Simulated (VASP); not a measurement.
Write the native input for VASP 6.6.1 that does the following.

```yaml
Task: single point
Functional: PBEsol
Potentials_or_basis: VASP PAW PBE potentials, release 64 (Mg, O)
Cutoff: 520 eV
k_mesh: 8 × 8 × 8
Occupations: gaussian, width 0.01 eV
Spin: no spin polarisation
Dipole_correction: no
Further_INCAR_settings: ALGO = Normal; EDIFF = 1e-06; NBANDS = 23
```

The structure of MgO2 lies in POSCAR:

```
MgO2
1.0
   -2.1897348512      2.1897348512      2.6973554828
    2.1897348512     -2.1897348512      2.6973554828
    2.1897348512      2.1897348512     -2.6973554828
Mg O
2 4
Direct
    0.2500000000      0.2500000000      0.0000000000
    0.7500000000      0.7500000000      0.0000000000
    0.6194216290      0.1194216290      0.7388432580
    0.3805783710      0.8805783710      0.2611567420
    0.1194216290      0.3805783710      0.5000000000
    0.8805783710      0.6194216290      0.5000000000
```

The cell was built by a generator and needn't be a form met in nature.

The cell isn't the ideal one: cell and atoms relaxed at 0 GPa.

The input as run:

INCAR

```
SYSTEM = MgO2
  PREC = Accurate
  ENCUT = 520
  EDIFF = 1E-6
  ISMEAR = 0
  SIGMA = 0.01
  LREAL = .FALSE.
  LASPH = .TRUE.
  NELM = 100
  ALGO = Normal
  ISIF = 2
  LWAVE = .FALSE.
  LCHARG = .TRUE.
  GGA = PS
  LELF = .TRUE.
  LVHAR = .TRUE.
  NBANDS = 23
```

KPOINTS

```
regular mesh
0
G
  8 8 8
  0 0 0
```

Potentials or basis: VASP PAW PBE potentials, release 64 (Mg, O).

Launch:

```bash
$ cat potpaw_PBE.64/Mg/POTCAR potpaw_PBE.64/O/POTCAR > POTCAR
$ mpirun -np 1 vasp_std > vasp.out
```

Results of the run:

| Item | Value |
| --- | --- |
| Pressure | -0.2 GPa |
| Largest force | 0.208 eV/Å |
| Band gap on the k mesh | 2.78 eV, indirect (least direct gap 3.69 eV) |

Caveat: the PAW data sets were made with another functional, which shifts forces and pressure a little.

It took 40 s on 1 thread of AMD EPYC 9R45 (Zen 5) (shared host), peak memory 0.17 GiB.
